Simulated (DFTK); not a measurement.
# Au (Im-3m) in DFTK: a series of runs, part 2 of 2

DFTK 0.8.2.

## Step 4: Relaxation of cell and atoms, PBE, target pressure 10 GPa, at which the enthalpy is minimised

The input, run.jl:

```julia
using DFTK
using PseudoPotentialData
using Unitful, UnitfulAtomic
using LinearAlgebra, Printf
include("save.jl")
disable_threading()

# lattice vectors are the columns
lattice = austrip(1u"Å") * [     -1.657269       1.657269       1.657269;
                 1.657269      -1.657269       1.657269;
                 1.657269       1.657269      -1.657269]
symbols   = [:Au]
positions = [[0.0, 0.0, 0.0]]
pseudopotentials = PseudoFamily("dojo.nc.sr.pbe.v0_4_1.standard.upf")
elements = Dict(s => ElementPsp(s, pseudopotentials) for s in unique(symbols))
atoms    = [elements[s] for s in symbols]

build_model(lattice, positions; symmetries=true) =
    model_DFT(lattice, atoms, positions;
              functionals=PBE(),
              temperature=austrip(0.05u"eV"),
              smearing=Smearing.FermiDirac(),
              kinetic_blowup=BlowupCHV(),
              symmetries)
Ecut  = 44.0  # hartree
kgrid = [8, 8, 8]
tol   = 1e-6
to_GPa = ustrip(uconvert(u"GPa", 1u"hartree/bohr^3"))

model0 = build_model(lattice, positions)
model  = model0
basis0 = PlaneWaveBasis(model; Ecut, kgrid)
display(basis0)
results["steps"] = []
previous = Ref{Any}(nothing)
n = 1
w = 3sqrt(n)  # weight of the strain variables
pressure = 10.0 / to_GPa  # target
unpack(x) = (DFTK.voigt_strain_to_full(x[3n+1:end] / w) * lattice, [lattice \ x[3i-2:3i] for i in 1:n])

function energy_gradient(x)
    cell, pos = unpack(x)
    model = build_model(cell, pos; symmetries=model0.symmetries)
    basis = PlaneWaveBasis(model; Ecut, kgrid, basis0.fft_size)
    ρ0 = isnothing(previous[]) ? guess_density(basis) : previous[].ρ * previous[].basis.dvol / basis.dvol
    scfres = self_consistent_field(basis;
                                   tol,
                                   ρ=ρ0,
                                   nbandsalg=AdaptiveBands(model; n_bands_converge=14),
                                   callback=identity)
    previous[] = scfres
    forces = compute_forces_cart(scfres)
    G = -vcat([lattice' \ (cell' * f) for f in forces]...)
    stress = compute_stresses_cart(scfres)
    σ = (stress + pressure * I) / DFTK.voigt_strain_to_full(x[3n+1:end] / w)'
    G = vcat(G, model.unit_cell_volume * DFTK.full_stress_to_voigt((σ + σ') / 2) / w)
    @printf "step %3d  F = %.8f Ha  max force = %.5f eV/Å  p = %8.4f GPa  V = %.4f Å^3  SCF %d\n" length(results["steps"]) scfres.energies.total ustrip(auconvert(u"eV/Å", maximum(norm, forces))) (-tr(stress) / 3 * to_GPa) ustrip(auconvert(u"Å^3", model.unit_cell_volume)) scfres.n_iter
    push!(results["steps"], Dict("total" => scfres.energies.total, "cell" => rows(eachcol(cell)), "frac" => rows(pos), "forces" => rows(forces), "n_iter" => scfres.n_iter, "stress" => rows(eachrow(stress))))
    scfres.energies.total + pressure * model.unit_cell_volume, G
end

x0 = vcat([lattice * p for p in positions]..., zeros(6))
gtol = 2e-4
function bfgs(x; maxsteps, maxmove=0.3)
    H = Matrix(0.3I, length(x), length(x))  # start Hessian, hartree/bohr^2
    _, g = energy_gradient(x)
    for step in 1:maxsteps
        maximum(abs, g) < gtol && return x, true
        λ, V = eigen(Symmetric(H))
        dx = -V * ((V' * g) ./ abs.(λ))
        dx *= min(1, maxmove / maximum(abs, dx))
        x += dx
        _, gnew = energy_gradient(x)
        dg, Hdx = gnew - g, H * dx
        H += dg * dg' / dot(dg, dx) - Hdx * Hdx' / dot(dx, Hdx)
        g = gnew
    end
    x, maximum(abs, g) < gtol
end
x, relaxed = bfgs(x0; maxsteps=30)
println(relaxed ? "Gradient converged" : "Stopped without reaching the gradient tolerance")
scfres = previous[]
cell, pos = unpack(x)
println("Final lattice vectors (Å)")
display(round.(ustrip.(auconvert.(u"Å", cell')); digits=6))
println("Final reduced positions")
foreach((s, p) -> println(s, "  ", round.(p; digits=6)), symbols, pos)
results["relaxed"] = relaxed
display(scfres.energies)
@printf "Fermi level: %.6f eV\n" ustrip(auconvert(u"eV", something(scfres.εF, NaN)))
forces = compute_forces_cart(scfres)
println("Forces (eV/Å)")
for (s, f) in zip(symbols, forces)
    @printf "%-3s %12.6f %12.6f %12.6f\n" s ustrip.(auconvert.(u"eV/Å", f))...
end
stress = compute_stresses_cart(scfres)
println("Stress (GPa)")
display(round.(stress * to_GPa; digits=4))
println("Levels at the first k-point (eV): ", round.(ustrip.(auconvert.(u"eV", scfres.eigenvalues[1][1:scfres.n_bands_converge])); digits=4))
save_scf!(scfres; forces, stress)
```

Potentials or basis: dojo.nc.sr.pbe.v0_4_1.standard.upf (PBE).

Run with:

```
julia --threads=1 run.jl  # save.jl only writes the numbers to a file and isn't shown; printed stress counts tension as positive; times include loading and compiling
```

Standard output:

```text
PlaneWaveBasis discretization:

    Ecut                 : 44.0 Ha
    fft_size             : (36, 36, 36), 46656 total points
    kgrid                : MonkhorstPack([8, 8, 8])
    num.   red. kpoints  : 512
    num. irred. kpoints  : 29

    Discretized Model(gga_x_pbe+gga_c_pbe, 3D):
        lattice (in Bohr)    : [-3.13178  , 3.13178   , 3.13178   ]
                               [3.13178   , -3.13178  , 3.13178   ]
                               [3.13178   , 3.13178   , -3.13178  ]
        unit cell volume     : 122.87 Bohr³

        atoms                : Au
        pseudopot. family    : PseudoFamily("dojo.nc.sr.pbe.v0_4_1.standard.upf")

        num. electrons       : 19
        spin polarization    : none
        temperature          : 0.0018375 Ha
        smearing             : DFTK.Smearing.FermiDirac()

        terms                : Kinetic(, blowup=BlowupCHV())
                               AtomicLocal()
                               AtomicNonlocal()
                               Ewald(nothing)
                               PspCorrection()
                               Hartree()
                               Xc(gga_x_pbe, gga_c_pbe)
                               Entropy()
step   0  F = -148.19746220 Ha  max force = 0.00000 eV/Å  p =  -1.8102 GPa  V = 18.2070 Å^3  SCF 8
step   1  F = -148.19699797 Ha  max force = 0.00000 eV/Å  p =   6.4652 GPa  V = 17.2274 Å^3  SCF 8
step   2  F = -148.19624077 Ha  max force = 0.00000 eV/Å  p =  10.7040 GPa  V = 16.8404 Å^3  SCF 8
step   3  F = -148.19639026 Ha  max force = 0.00001 eV/Å  p =   9.9687 GPa  V = 16.9035 Å^3  SCF 6
Gradient converged
Final lattice vectors (Å)
3×3 Matrix{Float64}:
 -1.61674   1.61674   1.61674
  1.61674  -1.61674   1.61674
  1.61674   1.61674  -1.61674
Final reduced positions
Au  [0.0, 0.0, 0.0]
Energy breakdown (in Ha):
    Kinetic             42.5546551
    AtomicLocal         -90.9234177
    AtomicNonlocal      2.5165371
    Ewald               -107.5027166
    PspCorrection       5.3690384
    Hartree             25.8620739
    Xc                  -26.0722343
    Entropy             -0.0003262

    total               -148.196390255054
Fermi level: 13.451463 eV
Forces (eV/Å)
Au     -0.000005    -0.000002    -0.000002
Stress (GPa)
3×3 StaticArraysCore.SMatrix{3, 3, Float64, 9} with indices SOneTo(3)×SOneTo(3):
 -9.9687   0.0      0.0
  0.0     -9.9687   0.0
  0.0      0.0     -9.9687
Levels at the first k-point (eV): [-92.4748, -43.718, -43.718, -43.718, 3.2835, 8.2944, 8.2944, 8.2944, 10.2617, 10.2617, 29.7051, 29.7051, 29.7051, 37.7137]
```

It took 1.7 min on 1 thread of AMD EPYC 9R45 (Zen 5), shared host; peak memory 1.7 GiB.

What came out:

```
Free energy                            : -4032.6292 eV
Relaxed volume                         : 16.90 Å³/atom
Relaxed cell                           : a = 2.800 Å, b = 2.800 Å, c = 2.800 Å, α = 109.47°, β = 109.47°, γ = 109.47°
Space group after relaxing (to 0.05 Å) : Im-3m (No. 229)
Pressure after relaxing                : 10.0 GPa
Band gap on the k mesh                 : none (metal or under the smearing width)
```

Step by step:
```csv
step,energy change (eV),largest force (eV/Å),pressure (GPa),volume (Å³)
1,0.0000,0.0000,-1.81,18.21
2,0.0126,0.0000,6.47,17.23
3,0.0332,0.0000,10.70,16.84
4,0.0292,0.0000,9.97,16.90
```

Final structure:
```xyz
1
Lattice="-1.6167 1.6167 1.6167 1.6167 -1.6167 1.6167 1.6167 1.6167 -1.6167" Properties=species:S:1:pos:R:3 pbc="T T T"
Au    0.0000    0.0000    0.0000
```

## Step 5: Relaxation of cell and atoms, PBE, target pressure 20 GPa, at which the enthalpy is minimised

Edit run.jl of step 4 so:

```diff
@@ -37,3 +37,3 @@
 w = 3sqrt(n)  # weight of the strain variables
-pressure = 10.0 / to_GPa  # target
+pressure = 20.0 / to_GPa  # target
 unpack(x) = (DFTK.voigt_strain_to_full(x[3n+1:end] / w) * lattice, [lattice \ x[3i-2:3i] for i in 1:n])
```

Potentials or basis: dojo.nc.sr.pbe.v0_4_1.standard.upf (PBE).

Run with:

```
julia --threads=1 run.jl  # save.jl only writes the numbers to a file and isn't shown; printed stress counts tension as positive; times include loading and compiling
```

Standard output:

```text
PlaneWaveBasis discretization:

    Ecut                 : 44.0 Ha
    fft_size             : (36, 36, 36), 46656 total points
    kgrid                : MonkhorstPack([8, 8, 8])
    num.   red. kpoints  : 512
    num. irred. kpoints  : 29

    Discretized Model(gga_x_pbe+gga_c_pbe, 3D):
        lattice (in Bohr)    : [-3.13178  , 3.13178   , 3.13178   ]
                               [3.13178   , -3.13178  , 3.13178   ]
                               [3.13178   , 3.13178   , -3.13178  ]
        unit cell volume     : 122.87 Bohr³

        atoms                : Au
        pseudopot. family    : PseudoFamily("dojo.nc.sr.pbe.v0_4_1.standard.upf")

        num. electrons       : 19
        spin polarization    : none
        temperature          : 0.0018375 Ha
        smearing             : DFTK.Smearing.FermiDirac()

        terms                : Kinetic(, blowup=BlowupCHV())
                               AtomicLocal()
                               AtomicNonlocal()
                               Ewald(nothing)
                               PspCorrection()
                               Hartree()
                               Xc(gga_x_pbe, gga_c_pbe)
                               Entropy()
step   0  F = -148.19746220 Ha  max force = 0.00000 eV/Å  p =  -1.8102 GPa  V = 18.2070 Å^3  SCF 8
step   1  F = -148.19497744 Ha  max force = 0.00000 eV/Å  p =  16.0090 GPa  V = 16.4259 Å^3  SCF 9
step   2  F = -148.19347915 Ha  max force = 0.00000 eV/Å  p =  21.2283 GPa  V = 16.0739 Å^3  SCF 8
step   3  F = -148.19386386 Ha  max force = 0.00000 eV/Å  p =  19.9575 GPa  V = 16.1554 Å^3  SCF 7
Gradient converged
Final lattice vectors (Å)
3×3 Matrix{Float64}:
 -1.59252   1.59252   1.59252
  1.59252  -1.59252   1.59252
  1.59252   1.59252  -1.59252
Final reduced positions
Au  [0.0, 0.0, 0.0]
Energy breakdown (in Ha):
    Kinetic             42.5943216
    AtomicLocal         -88.6952146
    AtomicNonlocal      2.5214897
    Ewald               -109.1371204
    PspCorrection       5.6176628
    Hartree             24.9971051
    Xc                  -26.0918136
    Entropy             -0.0002945

    total               -148.193863861914
Fermi level: 14.417773 eV
Forces (eV/Å)
Au     -0.000002    -0.000002    -0.000002
Stress (GPa)
3×3 StaticArraysCore.SMatrix{3, 3, Float64, 9} with indices SOneTo(3)×SOneTo(3):
 -19.9575   -0.0      -0.0
  -0.0     -19.9575   -0.0
  -0.0      -0.0     -19.9575
Levels at the first k-point (eV): [-91.702, -42.9302, -42.9302, -42.9302, 3.7343, 8.9714, 8.9714, 8.9714, 11.0857, 11.0857, 30.6358, 30.6358, 30.6358, 39.4955]
```

Run time: 1.7 min. Hardware: 1 thread of AMD EPYC 9R45 (Zen 5), shared host; peak memory 1.8 GiB.

Results:

```yaml
Free_energy: -4032.5605 eV
Relaxed_volume: 16.16 Å³/atom
Relaxed_cell: a = 2.758 Å, b = 2.758 Å, c = 2.758 Å, α = 109.47°, β = 109.47°, γ = 109.47°
Space_group_after_relaxing_to_0.05_Å: Im-3m (No. 229)
Pressure_after_relaxing: 20.0 GPa
Band_gap_on_the_k_mesh: none (metal or under the smearing width)
```

The path:
```
step  energy change (eV)  largest force (eV/Å)  pressure (GPa)  volume (Å³)
   1              0.0000                0.0000           -1.81        18.21
   2              0.0676                0.0000           16.01        16.43
   3              0.1084                0.0000           21.23        16.07
   4              0.0979                0.0000           19.96        16.16
```

Final structure:
```
Au
1.0
    -1.59252    1.59252    1.59252
     1.59252   -1.59252    1.59252
     1.59252    1.59252   -1.59252
Au
1
Direct
  0.00000 0.00000 0.00000
```

Levels at points of the mesh, in eV from the Fermi level:
```
              k point  band 6  band 7  band 8  band 9  band 10  band 11  band 12  band 13
   (0.00, 0.00, 0.00)   -5.45   -5.45   -5.45   -3.33    -3.33    16.22    16.22    16.22
  (-0.50, 0.00, 0.00)   -6.64   -3.48   -3.10   -1.62    -1.13     3.66    12.15    14.09
(-0.50, -0.50, -0.50)   -7.61   -2.05   -2.05   -2.05     6.12     6.12     6.12    10.17
```

The run has no spin-orbit coupling, so splittings on Au are missing.

## Step 6: Relaxation of cell and atoms, PBE, target pressure 30 GPa, at which the enthalpy is minimised

Edit run.jl of step 5 so:

```diff
@@ -37,3 +37,3 @@
 w = 3sqrt(n)  # weight of the strain variables
-pressure = 20.0 / to_GPa  # target
+pressure = 30.0 / to_GPa  # target
 unpack(x) = (DFTK.voigt_strain_to_full(x[3n+1:end] / w) * lattice, [lattice \ x[3i-2:3i] for i in 1:n])
```

Potentials or basis: dojo.nc.sr.pbe.v0_4_1.standard.upf (PBE).

Run with:

```
julia --threads=1 run.jl  # save.jl only writes the numbers to a file and isn't shown; printed stress counts tension as positive; times include loading and compiling
```

Wall time 99 s (1 thread of AMD EPYC 9R45 (Zen 5), shared host); peak memory 1.6 GiB.

The run converged. Its results:

- Free energy: -4032.4703 eV
- Relaxed volume: 15.57 Å³/atom
- Relaxed cell: a = 2.725 Å, b = 2.725 Å, c = 2.725 Å, α = 109.47°, β = 109.47°, γ = 109.47°
- Space group after relaxing (to 0.05 Å): Im-3m (No. 229)
- Pressure after relaxing: 30.0 GPa
- Band gap on the k mesh: none (metal or under the smearing width)

Step by step:
```tsv
step	energy change (eV)	largest force (eV/Å)	pressure (GPa)	volume (Å³)
1	0.0000	0.0000	-1.81	18.21
2	0.1740	0.0000	28.53	15.65
3	0.1935	0.0000	30.54	15.54
4	0.1881	0.0000	29.99	15.57
```

Final structure:
```
Au
1.0
    -1.57313    1.57313    1.57313
     1.57313   -1.57313    1.57313
     1.57313    1.57313   -1.57313
Au
1
Direct
  0.00000 0.00000 0.00000
```

Levels at points of the mesh, in eV from the Fermi level:
```
              k point  band 7  band 8  band 9  band 10  band 11  band 12
   (0.00, 0.00, 0.00)   -5.69   -5.69   -3.45    -3.45    16.17    16.17
  (-0.50, 0.00, 0.00)   -3.61   -3.20   -1.62    -1.31     3.88    12.12
(-0.50, -0.50, -0.50)   -2.08   -2.08   -2.08     6.14     6.14     6.14
```

## Step 7: The runs side by side

| cell | gap on the mesh (eV) | pressure (GPa) |
| --- | --- | --- |
| relaxed | none | 0.0 |
| relaxed to 5 GPa | none | 5.0 |
| relaxed to 10 GPa | none | 10.0 |
| relaxed to 20 GPa | none | 20.0 |
| relaxed to 30 GPa | none | 30.0 |

Alike in all rows: task relaxation of cell and atoms; level PBE; potentials or basis dojo.nc.sr.pbe.v0_4_1.standard.upf (PBE); no spin polarisation; k mesh 8 × 8 × 8; cutoff (eV) 1197; smearing fermi-dirac 0.05 eV.

Total energies depend on the potentials used, so only differences within one code and one set of settings carry meaning.
